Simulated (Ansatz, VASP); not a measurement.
# Si (a cell with a defect) in VASP and in Ansatz

```xyz
17
Lattice="0.0000 5.4300 5.4300 5.4300 0.0000 5.4300 5.4300 5.4300 0.0000" Properties=species:S:1:pos:R:3 pbc="T T T"
Si    0.0157   -0.0549   -0.0577
Si    1.4898    1.2276    1.2234
Si    2.7721    2.7019   -0.0578
Si    4.0072    4.1402    1.2939
Si    2.7711   -0.0541    2.6981
Si    4.0124    1.2970    4.1317
Si    5.1492    3.0017    2.9944
Si    6.8503    4.1397    4.1364
Si    0.1332    2.5850    2.5803
Si    1.3174    4.0127    4.0093
Si    2.6135    5.5352    2.5528
Si    4.1349    6.8312    4.0088
Si    2.6166    2.5535    5.5270
Si    4.1341    4.0130    6.8268
Si    5.5915    5.5351    5.5299
Si    6.5401    7.0404    7.0336
Si    3.5676    4.5806    4.5769
```

Alike in both runs: functional PBE; k mesh 2 × 2 × 2; occupations gaussian, width 0.02 eV; no spin polarisation.

Ansatz relaxed the structure, and its values are those at the end. VASP's run is a single point on that final structure, the one shown.

|  | VASP | Ansatz |
| --- | --- | --- |
| version | VASP 6.6.1 | Ansatz 0.2.0 |
| potentials or method | VASP PAW PBE potentials, release 64 (Si) | scalar-relativistic, plane waves, PAW |
| plane-wave cutoff (eV) | 520 | 420 |
| valence electrons in the cell | 68 | 68 |

|  | VASP | Ansatz | Ansatz less VASP |
| --- | --- | --- | --- |
| rms of the force components (eV/Å) | 0.014 | 0.013 | -0.0009 |

The functional is the same, so the differences come from potentials, cutoffs and numerics.

Caveats: the k mesh is coarse (spacing up to 0.50 Å⁻¹), so the values aren't converged.
